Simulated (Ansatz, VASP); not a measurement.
**Two plane-wave programs on Cu**

The input INCAR:

```
SYSTEM = Cu
  PREC = Accurate
  ENCUT = 520
  EDIFF = 1E-7
  ISMEAR = 0
  SIGMA = 0.05
  LREAL = .FALSE.
  LASPH = .TRUE.
  NELM = 100
  ALGO = Normal
  ISIF = 2
  LWAVE = .FALSE.
  LCHARG = .FALSE.
  GGA = PE
  NBANDS = 12
```

KPOINTS

```
regular mesh
0
G
  16 16 16
  0 0 0
```

The input POSCAR:

```
Cu
1.0
    0.0000000000      1.8075000000      1.8075000000
    1.8075000000      0.0000000000      1.8075000000
    1.8075000000      1.8075000000      0.0000000000
Cu
1
Direct
    0.0000000000      0.0000000000      0.0000000000
```

Input for Ansatz:

```yaml
crystal:
  lattice:
    - [0.0, 1.8075, 1.8075]
    - [1.8075, 0.0, 1.8075]
    - [1.8075, 1.8075, 0.0]
  atoms:
    - { symbol: Cu, position: [0.0, 0.0, 0.0] }
basis:
  ecutwfc: 420
  fft_grid_basis: typed
kpoints:
  mp_grid: { grid: [16, 16, 16] }
hamiltonian:
  xc: pbe
scf:
  occupations: { method: gaussian, width: 0.05 }
output:
  forces: true
  stress: true
  eigenvalues: true
  bader: true
  write_density: true
  volumetric_format: npy
  elf: true
```

Alike in both runs: task single point; functional PBE; k mesh 16 × 16 × 16; occupations gaussian, width 0.05 eV; no spin polarisation.

|  | VASP | Ansatz |
| --- | --- | --- |
| version | VASP 6.6.1 | Ansatz 0.2.0 |
| potentials or method | VASP PAW PBE potentials, release 64 (Cu) | scalar-relativistic, plane waves, PAW |
| plane-wave cutoff (eV) | 520 | 420 |
| valence electrons in the cell | 11 | 19 |

Ansatz gave:

| Item | Value |
| --- | --- |
| gap on the k mesh at the Fermi level (eV) | none |
| pressure (GPa) | 1.8 |

Q: Estimate VASP's values.

A: gap on the k mesh at the Fermi level (eV): none; pressure (GPa): 2.4.

A gap of «none» marks a metal or a gap that the smearing closes. The two sets of potentials don't hold the same shells in valence.
